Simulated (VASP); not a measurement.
# AlN in VASP: how settings move the r2SCAN single point

The r2SCAN single point of AlN in the rocksalt structure, under +3.0 % equal strain in all directions is repeated with altered inputs. Which of them can be trusted? This is a trial cell built on a prototype, not taken from a measured structure, and it needn't be the compound's ground state.

Program: VASP 6.6.1. PAW datasets, plane waves. (Calculated; spin-unpolarised; the phase may be known or hypothetical.)

### 1 Starting point

The cell comes from an earlier relaxation with r2SCAN in another program.

The symmetry is Fm-3m (No. 225, cubic); conventional cell a = 4.159 Å, 8.99 Å³ an atom. Around Al lie 6 N at 2.08 Å; around N lie 6 Al at 2.08 Å.

As a file:

```cif
data_structure
_symmetry_space_group_name_H-M 'P 1'
_symmetry_Int_Tables_number 1
_cell_length_a 2.9408
_cell_length_b 2.9408
_cell_length_c 2.9408
_cell_angle_alpha 60.000
_cell_angle_beta 60.000
_cell_angle_gamma 60.000
_cell_volume 17.98
loop_
_atom_site_label
_atom_site_type_symbol
_atom_site_fract_x
_atom_site_fract_y
_atom_site_fract_z
_atom_site_occupancy
Al1 Al 0.00000 0.00000 0.00000 1
N1 N 0.50000 0.50000 0.50000 1
```

### 2 Reference

File INCAR:

```
ENCUT = 520.000000
SIGMA = 0.010000
EDIFF = 1.00e-07
ALGO = Normal
METAGGA = R2SCAN
PREC = Accurate
IBRION = -1
ISIF = 2
ISMEAR = 0
NBANDS = 11
NELM = 120
NSW = 0
LASPH = .TRUE.
LCHARG = .TRUE.
LELF = .TRUE.
LWAVE = .FALSE.
LREAL = .FALSE.
```

File KPOINTS:

```
KPOINTS created by Atomic Simulation Environment
0
Gamma
10 10 10
0 0 0
```

File POSCAR:

```
Al N
 1.0000000000000000
     0.0000000000000000    2.0794345057000001    2.0794345057000001
     2.0794345057000001    0.0000000000000000    2.0794345057000001
     2.0794345057000001    2.0794345057000001    0.0000000000000000
 Al  N
   1   1
Cartesian
  0.0000000000000000  0.0000000000000000  0.0000000000000000
  2.0794345057000001  2.0794345057000001  2.0794345057000001
```

A file KPOINTS_OPT adds named points for the levels; it doesn't enter the self-consistent loop.

Potentials: the recommended PBE PAW datasets, 8 valence electrons.

Run with:

```console
$ mpirun -np 1 vasp_std
```

### 3 Variant 1

File INCAR:

```
EDIFF = 1.00e-07
ALGO = Normal
METAGGA = R2SCAN
PREC = Accurate
IBRION = -1
ISIF = 2
NBANDS = 11
NELM = 120
NSW = 0
LASPH = .TRUE.
LCHARG = .FALSE.
LWAVE = .FALSE.
LREAL = .FALSE.
ISMEAR = 0
SIGMA = 0.01
ENCUT = 200
```

KPOINTS is that of step 2.

POSCAR is that of step 2.

### 4 Variant 2

File INCAR:

```
ENCUT = 520.000000
SIGMA = 0.010000
EDIFF = 1.00e-07
ALGO = Normal
PREC = Accurate
IBRION = -1
ISIF = 2
ISMEAR = 0
NBANDS = 11
NSW = 0
LASPH = .TRUE.
LCHARG = .FALSE.
LWAVE = .FALSE.
LREAL = .FALSE.
ADDGRID = .TRUE.
METAGGA = M06L
NELM = 100
```

KPOINTS is that of step 2.

POSCAR is that of step 2.

What does the calculation give? Wanted: for each run, changed; ending; energy change; pressure; electronic steps; usable.

As calculated:

| run | changed | ending | energy change (meV/atom) | pressure (GPa) | gap on the mesh (eV; negative: overlap) | electronic steps | time | usable |
| --- | --- | --- | --- | --- | --- | --- | --- | --- |
| ref. | – | converged | 0 | -21.3 | 4.66 | 14 | 22 s | yes |
| 1 | ISMEAR = 0, SIGMA = 0.01, ENCUT = 200 | converged | -126.9 | -101.2 | 4.25 | 15 | 8.4 s | no |
| 2 | ADDGRID = .TRUE., METAGGA = M06L, NELM = 100 | converged | – | -24.6 | 4.33 | 38 | 65 s | yes |

**Reading.** Of 2 altered inputs, 1 ended normally on a faulty or unsound input, 1 gave usable results.
